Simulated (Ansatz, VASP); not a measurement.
Ru in VASP and in Ansatz

Contents of INCAR:

```
SYSTEM = Ru
ALGO     = Fast           ! electronic algorithm
EDIFF    = 1E-6           ! SCF threshold, eV
ENCUT    = 520            ! plane-wave cutoff, eV
GGA      = PS             ! functional
ISIF     = 2              ! what is computed and relaxed
ISMEAR   = 0              ! smearing method
LASPH    = .True.         ! aspherical terms in the spheres
LCHARG   = .False.        ! write CHGCAR
LREAL    = .False.        ! projectors in reciprocal space
LWAVE    = .False.        ! write WAVECAR
NBANDS   = 21             ! bands
NELM     = 80             ! most SCF steps
PREC     = Accurate       ! precision mode
SIGMA    = 0.15           ! smearing width, eV
```

File KPOINTS:

```
k-points
0
Gamma
  21 21 12
  0 0 0
```

POSCAR

```
Ru
1.0
    2.8042341452      0.0000000000      0.0000000000
   -1.4021170726      2.4285380079      0.0000000000
    0.0000000000      0.0000000000      4.2251395865
Ru
2
Direct
    0.3333333333      0.6666666667      0.2500000000
    0.6666666667      0.3333333333      0.7500000000
```

Input for Ansatz:

```yaml
crystal:
  lattice:
    - [2.8042341452, 0.0, 0.0]
    - [-1.4021170726, 2.4285380079, 0.0]
    - [0.0, 0.0, 4.2251395865]
  atoms:
    - { symbol: Ru, position: [0.3333333333, 0.6666666667, 0.25] }
    - { symbol: Ru, position: [0.6666666667, 0.3333333333, 0.75] }
basis:
  ecutwfc: 420
kpoints:
  mp_grid: { grid: [21, 21, 12] }
hamiltonian:
  xc: pbesol
  pseudopotentials: { kind: paw, azcp: { folder: soft_1 } }
scf:
  occupations: { method: gaussian, width: 0.15 }
output:
  forces: true
  stress: true
  eigenvalues: true
```

Alike in both runs: task single point; functional PBEsol; k mesh 21 × 21 × 12; occupations gaussian, width 0.15 eV; no spin polarisation.

|  | VASP | Ansatz |
| --- | --- | --- |
| version | VASP 6.6.1 | Ansatz 0.2.0 |
| potentials or method | VASP PAW PBE potentials, release 64 (Ru_pv) | scalar-relativistic, plane waves, PAW |
| plane-wave cutoff (eV) | 520 | 420 |
| valence electrons in the cell | 28 | 32 |

```tsv
	VASP	Ansatz	Ansatz less VASP
gap on the k mesh at the Fermi level (eV)	none	none	-
pressure (GPa)	-21.1	-21.0	+0.13
largest component of the traceless stress (GPa)	10.25	10.27	+0.021
```

A gap of «none» marks a metal or a gap that the smearing closes. The two sets of potentials don't hold the same shells in valence. Ansatz warned: «pseudo_functional_mismatch».

Caveats: so large a pressure means that the cell lies far from this level's equilibrium, or that cutoff or potentials fall short (VASP); the potentials were made for another functional, which shifts forces and pressure (VASP).
